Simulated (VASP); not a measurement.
Input of a VASP 6.6.1 run:

File INCAR:

```
SYSTEM = Ag2O
PREC = Accurate ; ENCUT = 600
EDIFF = 1E-6 ; ISMEAR = -1
SIGMA = 0.05 ; LREAL = .False.
LASPH = .True. ; NELM = 60
ALGO = Fast ; ISIF = 3
LWAVE = .False. ; LCHARG = .False.
GGA = PS ; IBRION = 2
NSW = 40 ; EDIFFG = 0.001
PSTRESS = 0
```

The input KPOINTS:

```
Automatic mesh
0
Gamma
  5 5 5
  0 0 0
```

Contents of POSCAR:

```
Ag2O
1.0
    4.7180000000      0.0000000000      0.0000000000
    0.0000000000      4.7180000000      0.0000000000
    0.0000000000      0.0000000000      4.7180000000
Ag O
4 2
Direct
    0.7500000000      0.2500000000      0.7500000000
    0.7500000000      0.7500000000      0.2500000000
    0.2500000000      0.7500000000      0.7500000000
    0.2500000000      0.2500000000      0.2500000000
    0.5000000000      0.5000000000      0.5000000000
    0.0000000000      0.0000000000      0.0000000000
```

Potentials or basis: VASP PAW PBE potentials, release 64 (Ag, O).

Command:

```bash
$ cat potpaw_PBE.64/Ag/POTCAR potpaw_PBE.64/O/POTCAR > POTCAR
$ mpirun -np 1 vasp_std > vasp.out
```

Question: Estimate the space group after relaxing (to 0.05 Å).

Answer: Pn-3m (No. 224).

Question: Estimate the relaxed cell.

Answer: a = 4.703 Å, b = 4.703 Å, c = 4.703 Å, α = 90.00°, β = 90.00°, γ = 90.00°.

Question: Predict the relaxed volume.

Answer: 17.34 Å³/atom.

The path:
| step | energy change (eV) | largest force (eV/Å) | pressure (GPa) | volume (Å³) |
| --- | --- | --- | --- | --- |
| 1 | 0.0000 | 0.0000 | -0.85 | 105.02 |
| 2 | -0.0022 | 0.0000 | 0.33 | 103.62 |
| 3 | -0.0026 | 0.0000 | 0.01 | 104.03 |

Caveat: the PAW data sets were made with another functional, which shifts forces and pressure a little.
